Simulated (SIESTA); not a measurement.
Crystal: C.

```xyz
2
Lattice="0.0000 1.7834 1.7834 1.7834 0.0000 1.7834 1.7834 1.7834 0.0000" Properties=species:S:1:pos:R:3 pbc="T T T"
C     2.6751    2.6751    2.6751
C     1.7834    1.7834    1.7834
```

This isn't the form of C at room conditions, which is graphite.

Base run:

```yaml
Program: SIESTA 5.4.2
Functional: PBE
Potentials_or_basis: PseudoDojo 0.4 standard (PBE files)
Basis: DZ (energy shift 0.002 Ry)
Grid_cutoff: 500 Ry
Energy_shift: 0.002 Ry
k_mesh: 13 × 13 × 13
Occupations: fermi-dirac, width 0.05 eV
Spin: no spin polarisation
```

Its results: band gap on the k mesh 5.73 eV, indirect (least direct gap 5.77 eV); pressure 11.9 GPa.

Task: After a change of settings the same cell gave: band gap on the k mesh 4.27 eV, indirect (least direct gap 5.65 eV); pressure 5.3 GPa. Which change was it?
A. basis from DZ (energy shift 0.002 Ry) to SZ (energy shift 0.002 Ry)
B. basis from DZ (energy shift 0.002 Ry) to TZDP (energy shift 0.01 Ry); energy shift from 0.002 Ry to 0.01 Ry
C. basis from DZ (energy shift 0.002 Ry) to SZ (energy shift 0.005 Ry); energy shift from 0.002 Ry to 0.005 Ry
D. basis from DZ (energy shift 0.002 Ry) to TZP (energy shift 0.002 Ry)

Result: D.

Caveats: the basis of atomic orbitals isn't converged, which shifts pressures, moduli and gaps; the basis has no polarisation orbitals (some runs).

Not every run made on this cell is shown here.
